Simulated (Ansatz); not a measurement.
The system is Te.

```
Te
1.0
     4.45400    0.00000    0.00000
    -2.22700    3.85728    0.00000
     0.00000    0.00000    5.92400
Te
3
Direct
  0.73100 0.73100 0.00000
  0.00000 0.26900 0.66667
  0.26900 0.00000 0.33333
```

Base run:

```yaml
Program: Ansatz 0.2.0
Functional: r2SCAN0
Potentials_or_basis: Ansatz PAW
Cutoff: "500 eV (not typed: the program's choice for these potentials)"
k_mesh: 4 × 4 × 3
Occupations: fermi-dirac, width 0.05 eV
Spin: no spin polarisation
```

Its results: pressure -0.3 GPa; largest force 0.532 eV/Å.

The run is repeated on the same cell with these changes: functional from r2SCAN0 to B3LYP; cutoff from 500 eV (not typed: the program's choice for these potentials) to 420 eV (not typed: the program's choice for these potentials). What comes out?

Pressure 3.3 GPa; largest force 0.250 eV/Å.

Caveats: the PAW data sets come from PBE, with cores solved anew for the run's functional, which leaves a small shift of forces and pressure; the thresholds are loose for stress.
